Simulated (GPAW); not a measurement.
# Cu: single point with PBE

The system is Cu, a slab with vacuum.

```
Cu
1.0
     2.53410    0.00000    0.00000
    -1.26705    2.19459    0.00000
     0.00000    0.00000   17.05629
Cu
2
Direct
  0.66667 0.33333 0.43972
  0.33333 0.66667 0.56028
```

The cell isn't the ideal one: the (0 0 1) slab of Cu, cut from the database cell, not relaxed.

```json
{
  "Program": "GPAW 26.7.0",
  "Task": "single point",
  "Functional": "PBE",
  "Potentials or basis": "GPAW PAW data sets (gpaw-data 1.2.1)",
  "Cutoff": "450 eV",
  "Basis": "pw",
  "k mesh": "12 × 12 × 1",
  "Occupations": "fermi-dirac, width 0.05 eV",
  "Spin": "no spin polarisation"
}
```

- Largest force: 0.371 eV/Å
- Band gap on the k mesh: none (metal or under the smearing width)
- Dipole across the slab: 0.00 e·Å
- Work function of the upper face: 4.77 eV
- Work function of the lower face: 4.77 eV

Forces in eV/Å, atoms in the order of the input:
```
Cu   0.000  0.000 -0.371
Cu   0.000  0.000  0.371
```

Levels at points of the mesh, in eV from the Fermi level:
```
           k point  band 9  band 10  band 11  band 12  band 13  band 14
(0.00, 0.00, 0.00)   -2.07    -2.07    -1.69    -1.69     0.02     4.35
(0.50, 0.50, 0.00)   -1.52    -1.46     0.37     1.53     5.16     5.68
```

Run time: 17 s on 1 thread of Intel(R) Xeon(R) Platinum 8259CL CPU @ 2.50GHz (Skylake/Cascade Lake) (shared host), peak memory 0.16 GiB.
